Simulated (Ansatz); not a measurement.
The cell is COD entry 1100027, as deposited and not checked against the literature; nothing was relaxed. It is an old determination, and later ones may differ.

SrO: DFT, PBE, all-electron PAW with datasets made for the crystal, scalar-relativistic (Ansatz 0.2.0).

Command: `ansatz run input.yaml --threads 1 --pin off --max-ram 2048MiB --backend cpu --events-out ev --progress --plain --runs-dir out` The run took about 5.8 s on 1 thread of a shared machine.

```yaml
crystal:
  lattice:
    - [0.0, 2.5698, 2.5698]
    - [2.5698, 0.0, 2.5698]
    - [2.5698, 2.5698, 0.0]
  atoms:
    - { symbol: Sr, position: [0.0, 0.0, 0.0] }
    - { symbol: O, position: [0.5, 0.5, 0.5] }
kpoints:
  mp_grid: { grid: [8, 8, 8] }
  band_path:
    path:
      - [0.0, 0.0, 0.0]
      - [0.5, 0.0, 0.5]
      - [0.625, 0.25, 0.625]
      - [0.375, 0.375, 0.75]
      - [0.0, 0.0, 0.0]
      - [0.5, 0.5, 0.5]
      - [0.5, 0.25, 0.75]
      - [0.5, 0.0, 0.5]
    npoints: 8
scf:
  occupations: { method: fermi_dirac, width: 0.02 }
hamiltonian:
  xc: pbe
  pseudopotentials: { kind: all_electron, datasets: crystal }
output:
  forces: true
  stress: true
  eigenvalues: true
  efg: { contact_densities: true }
```

Output:

```
hamiltonian.pseudopotentials.datasets: crystal makes datasets for this crystal and solves the spheres of its atoms anew in each pass: cutoff 300.0 eV, the density's 1200.0 eV; for an error of 0.50 meV an atom under PBE, 1.0 meV for the cell; an energy difference from a run of another recipe may be off by several times the error for the cell, under r2SCAN by more, where some 0.1 meV an atom stays at smaller errors; O in spheres of 1.191 Å, 6 of its electrons in bands; Sr in spheres of 1.376 Å, 10 of its electrons in bands
Sr: output.efg is read without spin–orbit coupling, which moves field gradients at and beside such atoms by some per cent and up to a factor of two; PAW files take it under magnetization.noncollinear and magnetization.spin_orbit
Engine: ansatz 0.2.0
Pseudopotentials: kind: all_electron
Pseudopotential: Sr, paw, valence charge 10, recommended cutoff 300 eV (normal), Koelling and Harmon's equation, gaussian nucleus
Pseudopotential: O, paw, valence charge 6, recommended cutoff 300 eV (normal), Koelling and Harmon's equation, gaussian nucleus
Functional definition: PBE
  parameter kappa = 0.804
  parameter beta = 0.06672455060314922
  exchange = pbe_x(kappa = kappa, mu = beta*pi^2/3)
  correlation = pbe_c(beta = beta)
Crystal: 2 atoms, lattice volume = 33.941 Å³
Basis set: ecut = 300 eV, 411 PW (Γ), exchange–correlation on 48×48×48 points (8 copies of the dense FFT grid, shifted against one another)
Bands: 12, of which v1, the nominal top of the filled ones, is band 8 counted from 1 (7 counted from 0)
Symmetry: 48 space group operations
Space group: Fm-3m (ITA 225), of the structure as read, at distance tolerance 3.2e-5 Å
k-points: 29 of 512
Non-local potential: Sr, projectors of the file, l = 0: 2, l = 1: 2, l = 2: 2
Non-local potential: O, projectors of the file, l = 0: 2, l = 1: 2
PAW form: soft (Blöchl's): semilocal exchange-correlation on the pseudo side does not see the compensation charge
PAW one-centre angular grid: Sr, 110 points (default); XC on its mesh's 1893 points in the sphere
PAW one-centre angular grid: O, 110 points (default); XC on its mesh's 2003 points in the sphere
Initial density: superposition of atomic densities (neutral atoms: chi_scale 0, normalization atom)
Initial wavefunctions: pseudopotential atomic-orbital guess
Functional: x = pbe(κ = 0.804, μ = 0.2195149727645171), c = pbe(β = 0.06672455060314922)
iter 1 solved again at ethr=5.12e-2 eV; its pass at ethr=1.00e-1 eV (dr2=8.19e0 eV) is discarded
SCF iter   1: F=—  HF=-88572.559300 eV  |F-HF|=—  |Δ(HF+E_count)|=         —  Δρ=1.37e-1  dr2=8.16e0  ethr=5.12e-2  ⟨swp⟩=2.1  Hψ=1919  notcnv=0
preconditioner: auto → none  [insulator: Δε(μ)=6.420 eV  Ē_g=17.390 eV  σ=0.020 eV  W_gap=1.00  n_scr=8 (ndim 8)  ℏωp=23.8 eV  f_vac=0.000  D(μ)=0.00/eV (n_scr^D=0)  ε∞_Penn≈2.9]
SCF iter   2: F=—  HF=-88571.918396 eV  |F-HF|=—  |Δ(HF+E_count)|=   6.41e-1  Δρ=1.38e-1  dr2=5.95e0  ethr=5.10e-2  ⟨swp⟩=4.1  Hψ=982  notcnv=0  defer=1
iter 3 solved again at ethr=1.57e-3 eV; its pass at ethr=3.72e-2 eV (dr2=2.52e-1 eV) is discarded
SCF iter   3: F=—  HF=-88570.453029 eV  |F-HF|=—  |Δ(HF+E_count)|=    1.47e0  Δρ=2.12e-2  dr2=2.52e-1  ethr=1.57e-3  ⟨swp⟩=2.7  Hψ=1542  notcnv=0  defer=5
SCF iter   4: F=—  HF=-88570.495373 eV  |F-HF|=—  |Δ(HF+E_count)|=   4.23e-2  Δρ=2.15e-2  dr2=2.26e-1  ethr=1.57e-3  ⟨swp⟩=3.9  Hψ=965  notcnv=0
SCF iter   5: F=—  HF=-88570.461002 eV  |F-HF|=—  |Δ(HF+E_count)|=   3.44e-2  Δρ=1.20e-2  dr2=7.15e-2  ethr=1.41e-3  ⟨swp⟩=2.0  Hψ=846  notcnv=0
SCF iter   6: F=—  HF=-88570.447447 eV  |F-HF|=—  |Δ(HF+E_count)|=   1.36e-2  Δρ=3.03e-3  dr2=4.37e-3  ethr=4.47e-4  ⟨swp⟩=3.0  Hψ=779  notcnv=0
SCF iter   7: F=—  HF=-88570.446973 eV  |F-HF|=—  |Δ(HF+E_count)|=   4.74e-4  Δρ=8.01e-4  dr2=3.07e-4  ethr=2.73e-5  ⟨swp⟩=3.1  Hψ=760  notcnv=0  defer=3
SCF iter   8: F=—  HF=-88570.446915 eV  |F-HF|=—  |Δ(HF+E_count)|=   5.85e-5  Δρ=1.11e-4  dr2=6.43e-6  ethr=1.92e-6  ⟨swp⟩=2.9  Hψ=806  notcnv=0  defer=1
SCF iter   9: F=—  HF=-88570.446910 eV  |F-HF|=—  |Δ(HF+E_count)|=   4.72e-6  Δρ=1.79e-5  dr2=1.66e-7  ethr=4.02e-8  ⟨swp⟩=3.1  Hψ=665  notcnv=0
SCF iter  10: F=-88570.446910 eV  HF=-88570.446910 eV  |F-HF|=2.47e-10  |Δ(HF+E_count)|=   3.31e-8  Δρ=1.31e-6  dr2=4.19e-10  ethr=1.04e-9  ⟨swp⟩=3.0  Hψ=670  notcnv=0
SCF 1 converged in 10 iterations: F = -88570.446912 eV  dr2 = 4.19e-10
  Residual-converged pass: ⟨swp⟩=3.7  Hψ=801  notcnv=0  max |occ|·‖R‖ = 5.2e-6 eV (tolerance 5.3e-6 eV)  dr2=5.47e-10  dr2_onsite=3.04e-10  max |Δocc| = 0.0e0
  greatest PAW one-centre occupation: 0.986 electrons in one spin orbital (limit 2), on the Sr atom at site 0 (counted from 0), in its partial waves of l = 0
NSCF: frozen V_eff on 57 k-points
SCF converged after 10 iterations
Free energy (F): -88570.446912 eV
Harris-Foulkes:  -88570.446912 eV  (|F-HF|=2.47e-10)
Internal energy: -88570.446912 eV  (E = F + TS)
E sigma→0 (E₀):  -88570.446912 eV
Past the cutoff: the bands carry plane waves up to 1.75 times it, of which those up to 1.5 times it add -0.000081 eV an atom, each by itself; the spheres take 0.000054 eV an atom off the energy for waves past 1.75 times it
By the cutoff:   a pressure is off by up to 0.005 GPa (1.2 times the spheres' own share and the shells' term, over an atom's volume, and 0.004 GPa: a bound that held against runs at twice the plane waves)
Past the cutoffs: a stress includes 0.0007 GPa for waves and charges beyond them, in addition to the slope of what the spheres take
In the spheres:  the bands' charges fall short by 3.3e-7 e at most (sound up to 1e-3)
Fermi energy:    11.081528 eV
--- Per-component energies (eV) ---
  The terms above E_closure are by the made datasets' own strengths, without shells solved beside the bands.
--- Forces (eV/Å), atoms counted from 1 ---
  atom   1  Sr    -0.00000000    -0.00000000    -0.00000000
  atom   2  O      0.00000000     0.00000000     0.00000000
  max |Σ_I F_I| component: 7.92e-30 eV/Å
--- Stress (GPa, compression-positive) ---
        2.924218      -0.000000       0.000000
       -0.000000       2.924218       0.000000
        0.000000       0.000000       2.924218
  P = ⅓ Tr σ = 2.9242 GPa (29.242 kbar)
--- PAW observables at the nuclei: V_zz in 10²¹ V/m², potentials from the cell's mean, atoms counted from 1 ---
  atom   1  Sr V_zz =    -0.000000   η = 0.0000   by run symmetry: forbidden
            electrostatic potential = -5511.602414 V   contact ρ = 401137.139255 e/Å³
  atom   2  O  V_zz =    +0.000000   η = 0.0000   by run symmetry: forbidden
            electrostatic potential = -626.103636 V   contact ρ = 2157.752050 e/Å³
--- Band table (eV; the first three rows and the last of 29) ---
  k-point 0: bands = ["-22.8782", "-5.6379", "-4.5149", "-4.5149", "-4.5149", "9.4238", "9.4238", "9.4238", "13.4431", "15.6870"]
  k-point 1: bands = ["-22.8581", "-5.9955", "-4.5272", "-4.5272", "-4.2076", "8.9773", "9.2316", "9.2316", "14.1393", "15.5262"]
  k-point 2: bands = ["-22.8091", "-6.5629", "-4.5565", "-4.5565", "-3.7618", "8.1623", "8.8159", "8.8159", "15.4422", "15.6823"]
  k-point 28: bands = ["-22.6965", "-6.3007", "-5.1925", "-5.1925", "-3.9513", "8.3160", "9.0115", "9.0115", "15.4731", "15.4731"]
```
